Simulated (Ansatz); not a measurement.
Method: Ansatz, DFT PBE, scalar-relativistic, plane waves, PAW. All cells share a 420 eV cutoff and Γ-centred k meshes spaced at most about 0.3 Å⁻¹ (about 0.25 or finer for metals, 2π included). No spin polarisation.

Temperature and zero-point effects are left out.

Question: Which of these relaxed structures of Cd4Te is the lowest in energy?
A.

```xyz
5
Lattice="-3.4788 3.4788 3.4788 3.4788 -3.4788 3.4788 3.4788 3.4788 -3.4788" Properties=species:S:1:pos:R:3 pbc="T T T"
Cd    1.7394    1.7394    1.7394
Cd   -1.7394    1.7394    1.7394
Cd    1.7394    1.7394   -1.7394
Cd    1.7394   -1.7394    1.7394
Te    0.0000    0.0000    0.0000
```

B.

```xyz
5
Lattice="0.0000 4.2392 4.2392 4.2392 0.0000 4.2392 4.2392 4.2392 0.0000" Properties=species:S:1:pos:R:3 pbc="T T T"
Cd    3.1791    5.2994    5.2994
Cd    5.2994    3.1791    5.2994
Cd    5.2994    5.2994    3.1791
Cd    3.1791    3.1791    3.1791
Te    6.3589    6.3589    6.3589
```

C.

```xyz
5
Lattice="5.4368 0.0000 0.0000 0.0000 5.4368 0.0000 0.0000 0.0000 5.4368" Properties=species:S:1:pos:R:3 pbc="T T T"
Cd    2.7184    2.7184    2.7184
Cd    0.0000    2.7184    2.7184
Cd    2.7184    0.0000    2.7184
Cd    2.7184    2.7184    0.0000
Te    0.0000    0.0000    0.0000
```

D.

```xyz
5
Lattice="5.8183 0.0000 0.0000 0.0000 5.8183 0.0000 0.0000 0.0000 5.8183" Properties=species:S:1:pos:R:3 pbc="T T T"
Cd    0.0000    2.9091    2.9091
Cd    2.9091    0.0000    2.9091
Cd    2.9091    2.9091    0.0000
Cd    0.0000    0.0000    0.0000
Te    2.9091    2.9091    2.9091
```

Answer: B. The next of these, C, lies 123 meV/atom higher. Forms: B F-43m; C Pm-3m; A Im-3m; D Pm-3m. Counting Cd atoms around Te (those within 1.25 times the shortest such distance or 1.15 times the sum of covalent radii; a plus sign parts nearer from farther groups; the shortest distance is added where it is long for a bond): B has Te 12 from 3.5 Å; C has Te 12+8 from 3.8 Å; A has Te 8; D has Te 6. All come from invented guesses. The lowest form computed isn't among them: it has Cd and Te ordered on fcc sites, space group I4/m (No. 87), 25.3 Å³/atom and lies 103 meV/atom below the best shown. Even the lowest of the cells shown lies +0.16 eV/atom against the elements.

For metals, differences of a few meV/atom aren't resolved. Spin–orbit coupling, which can matter for Te, is left out. Cells relaxed within their symmetry can be saddle points. Some types were kept out of the candidates beforehand, so the set may lack a known form.
